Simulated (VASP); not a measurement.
# CuI (Marshite) (F-43m) in VASP: a series of runs

Runs on CuI (Marshite). Level: PBE. Tasks: single point, relaxation of cell and atoms.

Program: VASP 6.6.1. These are calculated values, not measurements. Logs are shortened: lines on timing, memory, paths and dates and some standing lists are left out, and cuts for length are marked.

## (1) Starting point

Symmetry: F-43m, No. 216, cubic system. The conventional cell has a = 6.078 Å, b = 6.078 Å, c = 6.078 Å, α = 90.00°, β = 90.00°, γ = 90.00°. Cu (site symmetry -43m) has 4 I at 2.63 Å as nearest neighbours. I (site symmetry -43m) is surrounded by 4 Cu at 2.63 Å.

## (2) Single point, PBE

Input file INCAR:

```
SYSTEM = CuI
PREC = Accurate
ENCUT = 520
EDIFF = 1E-6
ISMEAR = 0
SIGMA = 0.02
LREAL = .FALSE.
LASPH = .TRUE.
NELM = 60
ALGO = Fast
ISIF = 2
LWAVE = .FALSE.
LCHARG = .TRUE.
GGA = PE
LELF = .TRUE.
LVHAR = .TRUE.
NBANDS = 16
```

Input file KPOINTS:

```
regular mesh
0
G
  8 8 8
  0 0 0
```

Input file POSCAR:

```
CuI
1.0
    0.0000000000      3.0390034059      3.0390034059
    3.0390034059      0.0000000000      3.0390034059
    3.0390034059      3.0390034059      0.0000000000
Cu I
1 1
Direct
    0.2500000000      0.2500000000      0.2500000000
    0.0000000000      0.0000000000      0.0000000000
```

Potentials or basis: VASP PAW PBE potentials, release 64 (Cu, I).

Launch:

```sh
$ cat potpaw_PBE.64/Cu/POTCAR potpaw_PBE.64/I/POTCAR > POTCAR
$ mpirun -np 1 vasp_std > vasp.out
```

OUTCAR:

```text
SYSTEM = CuI
   PREC = Accurate
   ENCUT = 520
   EDIFF = 1E-6
   ISMEAR = 0
   LREAL = .FALSE.
   LASPH = .TRUE.
   NELM = 60
   ISIF = 2
   GGA = PE

 ion  position               nearest neighbor table
   1  0.250  0.250  0.250-   2 2.63   2 2.63   2 2.63   2 2.63
   2  0.000  0.000  0.000-   1 2.63   1 2.63   1 2.63   1 2.63

  LATTYP: Found a face centered cubic cell.
 ALAT       =     6.0780068118

  Lattice vectors:

 A1 = (   0.0000000000,   3.0390034059,   3.0390034059)
 A2 = (   3.0390034059,   0.0000000000,   3.0390034059)
 A3 = (   3.0390034059,   3.0390034059,   0.0000000000)

Analysis of symmetry for initial positions (statically):
=====================================================================
 Subroutine PRICEL returns:
 Original cell was already a primitive cell.

 Routine SETGRP: Setting up the symmetry group for a
 face centered cubic supercell.

 Subroutine GETGRP returns: Found 24 space group operations
 (whereof 24 operations were pure point group operations)
 out of a pool of 48 trial point group operations.

The static configuration has the point symmetry T_d .

Analysis of symmetry for dynamics (positions and initial velocities):
=====================================================================
 Subroutine PRICEL returns:
 Original cell was already a primitive cell.

 Routine SETGRP: Setting up the symmetry group for a
 face centered cubic supercell.

 Subroutine GETGRP returns: Found 24 space group operations
 (whereof 24 operations were pure point group operations)
 out of a pool of 48 trial point group operations.

The dynamic configuration has the point symmetry T_d .

 Subroutine INISYM returns: Found 24 space group operations
 (whereof 24 operations are pure point group operations),
 and found     1 'primitive' translations

----------------------------------------------------------------------------------------

                                     Primitive cell

  volume of cell :      56.1337

  direct lattice vectors                    reciprocal lattice vectors
     0.000000000  3.039003406  3.039003406    -0.164527621  0.164527621  0.164527621
     3.039003406  0.000000000  3.039003406     0.164527621 -0.164527621  0.164527621
     3.039003406  3.039003406  0.000000000     0.164527621  0.164527621 -0.164527621

  length of vectors
     4.297799833  4.297799833  4.297799833     0.284970198  0.284970198  0.284970198

  position of ions in fractional coordinates (direct lattice)
     0.250000000  0.250000000  0.250000000
     0.000000000  0.000000000  0.000000000

  ion indices of the primitive-cell ions
   primitive index   ion index
                 1           1
                 2           2

----------------------------------------------------------------------------------------

 KPOINTS: regular mesh

Automatic generation of k-mesh.
 Grid dimensions read from file:
 generate k-points for:    8    8    8

 Generating k-lattice:

  Cartesian coordinates                     Fractional coordinates (reciprocal lattice)
    -0.020565953  0.020565953  0.020565953     0.125000000  0.000000000  0.000000000
     0.020565953 -0.020565953  0.020565953     0.000000000  0.125000000  0.000000000
     0.020565953  0.020565953 -0.020565953     0.000000000  0.000000000  0.125000000

  Length of vectors
     0.035621275  0.035621275  0.035621275

  Shift w.r.t. Gamma in fractional coordinates (k-lattice)
     0.000000000  0.000000000  0.000000000

 Subroutine IBZKPT returns following result:
 ===========================================

 Found     29 irreducible k-points:

 Following reciprocal coordinates:
            Coordinates               Weight
  0.000000  0.000000  0.000000      1.000000
  0.125000  0.000000  0.000000      8.000000
  0.250000  0.000000  0.000000      8.000000
  0.375000  0.000000  0.000000      8.000000
  0.500000  0.000000  0.000000      4.000000
  0.125000  0.125000  0.000000      6.000000
[... 16 lines left out ...]
  0.500000  0.250000  0.125000     48.000000
 -0.375000  0.250000  0.125000     24.000000
 [... further k-points ...]
   k-points           NKPTS =     29   k-points in BZ     NKDIM =     29   number of bands    NBANDS=     16
   number of dos      NEDOS =    301   number of ions     NIONS =      2
   total plane-waves  NPLWV =  32768
   dimension x,y,z NGX =    32 NGY =   32 NGZ =   32
   dimension x,y,z NGXF=    64 NGYF=   64 NGZF=   64
   ions per type =               1   1
   NGX,Y,Z   is equivalent  to a cutoff of  12.38, 12.38, 12.38 a.u.
   NGXF,Y,Z  is equivalent  to a cutoff of  24.76, 24.76, 24.76 a.u.
 SYSTEM =  CuI
   PREC   = accura    normal or accurate (medium, high low for compatibility)
   ISTART =      0    job   : 0-new  1-cont  2-samecut
   ICHARG =      2    charge: 1-file 2-atom 10-const
   ISPIN  =      1    spin polarized calculation?
   LNONCOLLINEAR =      F non collinear calculations
   LSORBIT =      F    spin-orbit coupling
   LASPH  =      T    aspherical Exc in radial PAW
   ENCUT  =  520.0 eV  38.22 Ry    6.18 a.u.   7.99  7.99  7.99*2*pi/ulx,y,z
   NELM   =     60;   NELMIN=  2; NELMDL= -5     # of ELM steps
   EDIFF  = 0.1E-05   stopping-criterion for ELM
   LREAL  =      F    real-space projection
   EDIFFG = 0.1E-04   stopping-criterion for IOM
   NSW    =      0    number of steps for IOM
   IBRION =     -1    ionic relax: 0-MD 1-quasi-New 2-CG
   NFREE  =      0    steps in history (QN), initial steepest desc. (CG)
   ISIF   =      2    stress and relaxation
   ISYM   =      2    0-nonsym 1-usesym 2-fastsym
   POTIM  = 0.5000    time-step for ionic-motion
   TEBEG  =    0.0;   TEEND  =   0.0 temperature during run
   PSTRESS=    0.0 pullay stress
   NELECT =      18.0000    total number of electrons
   NUPDOWN=      -1.0000    fix difference up-down
   EMIN   =  10.00;   EMAX   =-10.00  energy-range for DOS
   EFERMI =   0.00;   METHOD = LEGACY
   ISMEAR =     0;   SIGMA  =   0.02  broadening in eV -4-tet -1-fermi 0-gaus
   EFERMI_NEDOS =   21; number of points for ismear=-14 and -15
   IALGO  =     68    algorithm
   IMIX   =      4    mixing-type and parameters
     AMIX     =   0.40;   BMIX     =  1.00
     AMIX_MAG =   1.60;   BMIX_MAG =  1.00
  volume/ion in A,a.u.               =      28.07       189.40
  Fermi-wavevector in a.u.,A,eV,Ry     =   1.120533  2.117499 17.083383  1.255593
  Thomas-Fermi vector in A             =   2.257180
   LORBIT       =      0    0 simple, 1 ext, 2 COOP (PROOUT), +10 PAW based schemes
   GGA     = PE    functional components
   LHFCALC =     F    Hartree Fock is set to
   AEXX    =    0.0000 exact exchange contribution
   IVDW    =     0    specifies the selected vdW correction
   LEPSILON=     F    determine dielectric tensor
   LRPA    =     F    only Hartree local field effects (RPA)
 non-spin polarized calculation
 RMM-DIIS sequential band-by-band and
 Gauss-broadening in eV      SIGMA  =   0.02
  energy-cutoff  :      520.00
  volume of cell :       56.13
 maximum number of plane-waves:      1540
   NGX = 15   NGY = 15   NGZ = 15

 number of electron      18.0000012 magnetization

 Free energy of the ion-electron system (eV)
  ---------------------------------------------------
  ext. energy  EPLUGINS =         0.00000000
  ---------------------------------------------------
  free energy    TOTEN  =        -5.56257123 eV

  energy without entropy =       -5.56257123  energy(sigma->0) =       -5.56257123

 E-fermi :   4.4658     XC(G=0):  -8.9026

 val. band max:        4.3508642536   @ k =   0.0000   0.0000   0.0000
 cond. band min:       5.4746536169   @ k =   0.0000   0.0000   0.0000
 fundamental gap:      1.1237893633
 Fermi energy:         4.4657857984

 k-point     1 :       0.0000    0.0000    0.0000
  band No.  band energies     occupation
      1      -9.6208      2.00000
      2       0.7454      2.00000
      3       0.7454      2.00000
      4       0.7454      2.00000
      5       2.5304      2.00000
      6       2.5304      2.00000
[... 8 lines left out ...]
     15      13.9147      0.00000
     16      13.9147      0.00000

 k-point     2 :       0.1250    0.0000    0.0000
  band No.  band energies     occupation
      1      -9.5497      2.00000
      2       0.4501      2.00000
      3       0.7508      2.00000
      4       0.7508      2.00000
      5       2.5244      2.00000
      6       2.5244      2.00000
[... 8 lines left out ...]
     15      13.2662      0.00000
     16      13.2736      0.00000

 k-point     3 :       0.2500    0.0000    0.0000
  band No.  band energies     occupation
      1      -9.3677      2.00000
      2      -0.2469      2.00000
      3       0.7607      2.00000
      4       0.7607      2.00000
      5       2.5215      2.00000
      6       2.5215      2.00000
[... 8 lines left out ...]
     15      13.0657      0.00000
     16      13.2717      0.00000

 k-point     4 :       0.3750    0.0000    0.0000
  band No.  band energies     occupation
      1      -9.1685      2.00000
      2      -0.9154      2.00000
      3       0.7658      2.00000
      4       0.7658      2.00000
      5       2.5408      2.00000
      6       2.5408      2.00000
[... 8 lines left out ...]
     15      13.9728      0.00000
     16      13.9728      0.00000
[... 324 lines left out ...]
 k-point    22 :       0.3750    0.2500    0.1250
  band No.  band energies     occupation
      1      -9.2267      2.00000
      2      -0.4471      2.00000
      3       0.5284      2.00000
      4       0.7445      2.00000
      5       2.4625      2.00000
      6       2.5670      2.00000
[... 8 lines left out ...]
     15      14.6029      0.00000
     16      15.6504      0.00000

 k-point    23 :       0.5000    0.2500    0.1250
  band No.  band energies     occupation
      1      -9.0615      2.00000
      2      -0.7849      2.00000
      3       0.3057      2.00000
      4       0.7296      2.00000
      5       2.4850      2.00000
      6       2.5455      2.00000
[... 8 lines left out ...]
     15      14.9734      0.00000
     16      15.8079      0.00000

 k-point    24 :      -0.3750    0.2500    0.1250
  band No.  band energies     occupation
      1      -8.9891      2.00000
      2      -0.9283      2.00000
      3       0.2090      2.00000
      4       0.7163      2.00000
      5       2.4677      2.00000
      6       2.5416      2.00000
[... 8 lines left out ...]
     15      15.0821      0.00000
     16      15.6329      0.00000

 [... further k-points ...]

------------------------ aborting loop because EDIFF is reached ----------------------------------------

  FORCE on cell =-STRESS in cart. coord.  units (eV):
  Direction    XX          YY          ZZ          XY          YZ          ZX
  --------------------------------------------------------------------------------------
  -------------------------------------------------------------------------------------
  Total       -0.0007220     -0.0007220     -0.0007220     -0.0000000     -0.0000000     -0.0000000
  in kB       -0.0206076     -0.0206076     -0.0206076     -0.0000000     -0.0000000     -0.0000000
  external PRESSURE =      -0.0206076 kB  Pullay stress =       0.0000000 kB

 VOLUME and BASIS-vectors are now :
 -----------------------------------------------------------------------------
  energy-cutoff  :      520.00
  volume of cell :       56.13
      direct lattice vectors                 reciprocal lattice vectors
     0.000000000  3.039003406  3.039003406    -0.164527621  0.164527621  0.164527621
     3.039003406  0.000000000  3.039003406     0.164527621 -0.164527621  0.164527621
     3.039003406  3.039003406  0.000000000     0.164527621  0.164527621 -0.164527621

 POSITION                                       TOTAL-FORCE (eV/Angst)
 -----------------------------------------------------------------------------------
      1.51950      1.51950      1.51950         0.000000      0.000000      0.000000
      0.00000      0.00000      0.00000        -0.000000     -0.000000     -0.000000
 -----------------------------------------------------------------------------------
    total drift:                                0.000001      0.000001      0.000001

  FREE ENERGIE OF THE ION-ELECTRON SYSTEM (eV)
  ---------------------------------------------------
  free  energy   TOTEN  =        -5.5625712310 eV

  energy  without entropy=       -5.5625712310  energy(sigma->0) =       -5.56257123
```

It took 18 s on 1 thread of Intel Xeon Platinum 8488C (Sapphire Rapids), shared host; peak memory 0.18 GiB.

Results:

* Free energy: -5.5626 eV
* Pressure: 0.0 GPa
* Band gap on the k mesh: 1.12 eV, direct

Levels at points of the mesh, in eV from the valence-band top:
| k point | band 7 | band 8 | band 9 | band 10 | band 11 | band 12 |
| --- | --- | --- | --- | --- | --- | --- |
| (0.00, 0.00, 0.00) | 0.00 | 0.00 | 0.00 | 1.12 | 4.88 | 4.88 |
| (0.50, 0.00, 0.00) | -1.75 | -0.70 | -0.70 | 2.15 | 5.41 | 5.41 |
| (0.50, 0.50, 0.00) | -1.73 | -1.47 | -1.47 | 2.73 | 2.91 | 9.14 |

Caveat: spin-orbit coupling is left out, which moves the levels of the heavy elements. A hybrid or GW would open this gap; PBE tends to underestimate it.

## (3) Relaxation of cell and atoms, PBE

This run uses another cell than the first one, of 27.86 Å³/atom, 0.993 times its volume.

Input file INCAR:

```
PREC = Accurate
ENCUT = 600
EDIFF = 1E-6
ISMEAR = 0
SIGMA = 0.02
LREAL = False
LASPH = True
NELM = 100
ALGO = Normal
ISIF = 3
LWAVE = False
LCHARG = False
GGA = PE
IBRION = 2
NSW = 100
EDIFFG = -0.005
```

Input file KPOINTS:

```
regular mesh
0
Gamma
  8 8 8
```

Input file POSCAR:

```
CuI
1.0
    0.0000000000      3.0315000000      3.0315000000
    3.0315000000      0.0000000000      3.0315000000
    3.0315000000      3.0315000000      0.0000000000
Cu I
1 1
Direct
    0.2500000000      0.2500000000      0.2500000000
    0.0000000000      0.0000000000      0.0000000000
```

Potentials or basis: VASP PAW PBE potentials, release 64 (Cu, I).

Launch:

```sh
$ cat potpaw_PBE.64/Cu/POTCAR potpaw_PBE.64/I/POTCAR > POTCAR
$ mpirun -np 1 vasp_std > vasp.out
```

Run time: 48 s. Hardware: 1 thread of Intel Xeon Platinum 8488C (Sapphire Rapids), shared host; peak memory 0.22 GiB.

The run converged. Its results:

```
Free energy                            : -5.5626 eV
Relaxed volume                         : 28.13 Å³/atom
Relaxed cell                           : a = 4.301 Å, b = 4.301 Å, c = 4.301 Å, α = 60.00°, β = 60.00°, γ = 60.00°
Space group after relaxing (to 0.05 Å) : F-43m (No. 216)
Energy gained by relaxing              : 0.3 meV/atom
Ionic steps                            : 3
Pressure after relaxing                : 0.0 GPa
Band gap on the k mesh                 : 1.12 eV, direct
```

The path:
```csv
step,energy change (eV),largest force (eV/Å),pressure (GPa),volume (Å³)
1,0.0000,0.0000,0.33,55.72
2,-0.0006,0.0000,0.05,56.18
3,-0.0006,0.0000,0.00,56.25
```

Final structure:
```yaml
crystal:
  lattice:
    - [0.00000, 3.04117, 3.04117]
    - [3.04117, 0.00000, 3.04117]
    - [3.04117, 3.04117, 0.00000]
  atoms:
    - { symbol: Cu, position: [0.25000, 0.25000, 0.25000] }
    - { symbol: I, position: [0.00000, 0.00000, 0.00000] }
```

Levels at points of the mesh, in eV from the valence-band top:
```
           k point  band 6  band 7  band 8  band 9  band 10  band 11  band 12  band 13
(0.00, 0.00, 0.00)   -1.81    0.00    0.00    0.00     1.12     4.88     4.88     4.88
(0.50, 0.00, 0.00)   -1.78   -1.74   -0.69   -0.69     2.15     5.41     5.41     7.39
(0.50, 0.50, 0.00)   -1.76   -1.73   -1.46   -1.46     2.74     2.91     9.12     9.71
```

Caveat: spin-orbit coupling is left out, which moves the levels of the heavy elements. Zero-point motion and thermal expansion aren't in these numbers.

## (4) Single point, PBE, collinear spin, typed start

This run uses another cell than the first one, of 27.86 Å³/atom, 0.993 times its volume.

Input file INCAR:

```
SYSTEM = CuI
PREC     = Accurate       ! precision mode
ENCUT    = 520            ! plane-wave cutoff, eV
EDIFF    = 1E-6           ! SCF threshold, eV
ISMEAR   = 0              ! smearing method
SIGMA    = 0.1            ! smearing width, eV
LREAL    = .FALSE.        ! projectors in reciprocal space
LASPH    = .TRUE.         ! aspherical terms in the spheres
NELM     = 150            ! most SCF steps
ALGO     = Normal         ! electronic algorithm
ISIF     = 2              ! what is computed and relaxed
LWAVE    = .FALSE.        ! write WAVECAR
LCHARG   = .FALSE.        ! write CHGCAR
ISPIN    = 2              ! spin polarisation
MAGMOM   = 1 0            ! initial moments
LORBIT   = 11             ! projections on sites
LMAXMIX  = 4              ! l up to which the mixer works
GGA      = PE             ! functional
NBANDS   = 20             ! bands
```

Input file KPOINTS:

```
Automatic mesh
0
G
  6 6 6
  0 0 0
```

POSCAR is that of step 3.

Launch:

```sh
$ cat potpaw_PBE.64/Cu/POTCAR potpaw_PBE.64/I/POTCAR > POTCAR
$ mpirun -np 1 vasp_std > vasp.out
```

Run time: 25 s. Hardware: 1 thread of Intel Xeon Platinum 8488C (Sapphire Rapids), shared host; peak memory 0.21 GiB.

The run converged. Its results:

```yaml
Free_energy: -5.5598 eV
Pressure: 0.4 GPa
Band_gap_on_the_k_mesh: 1.14 eV, direct
Net_moment: 0.00 μB per cell
Valence_electrons_inside_the_program's_atomic_spheres: Cu 9.92; I 4.31
```

Levels at points of the mesh, in eV from the valence-band top:
Spin up:
| k point | band 5 | band 6 | band 7 | band 8 | band 9 | band 10 | band 11 | band 12 | band 13 | band 14 |
| --- | --- | --- | --- | --- | --- | --- | --- | --- | --- | --- |
| (0.00, 0.00, 0.00) | -1.85 | -1.85 | 0.00 | 0.00 | 0.00 | 1.14 | 4.87 | 4.87 | 4.87 | 8.18 |
| (0.50, 0.00, 0.00) | -1.82 | -1.82 | -1.78 | -0.71 | -0.71 | 2.16 | 5.41 | 5.41 | 7.40 | 9.12 |
| (0.50, 0.50, 0.00) | -1.88 | -1.79 | -1.76 | -1.50 | -1.50 | 2.72 | 2.91 | 9.19 | 9.76 | 9.76 |
Spin down:
```csv
k point,band 6,band 7,band 8,band 9,band 10,band 11,band 12,band 13
"(0.00, 0.00, 0.00)",-1.85,0.00,0.00,0.00,1.14,4.87,4.87,4.87
"(0.50, 0.00, 0.00)",-1.82,-1.78,-0.71,-0.71,2.16,5.41,5.41,7.40
"(0.50, 0.50, 0.00)",-1.79,-1.76,-1.50,-1.50,2.72,2.91,9.19,9.76
```

Caveat: spin-orbit coupling is left out, which moves the levels of the heavy elements.

## (5) Overview

| task | spin | cell | k mesh | cutoff (eV) | smearing | gap on the mesh (eV) | pressure (GPa) |
| --- | --- | --- | --- | --- | --- | --- | --- |
| single point | off | F-43m, 28.07 Å³/atom | 8 × 8 × 8 | 520 | gaussian 0.02 eV | 1.12 | 0.0 |
| relaxation of cell and atoms | off | relaxed | 8 × 8 × 8 | 600 | gaussian 0.02 eV | 1.12 | 0.0 |
| single point | collinear, typed start | F-43m, 27.86 Å³/atom | 6 × 6 × 6 | 520 | gaussian 0.1 eV | 1.14 | 0.4 |

Alike in all rows: level PBE; potentials or basis VASP PAW PBE potentials, release 64 (Cu, I).

Caveats: spin-orbit coupling is left out, which moves the levels of the heavy elements.

Absolute energies hang on the potentials; compare differences alone.
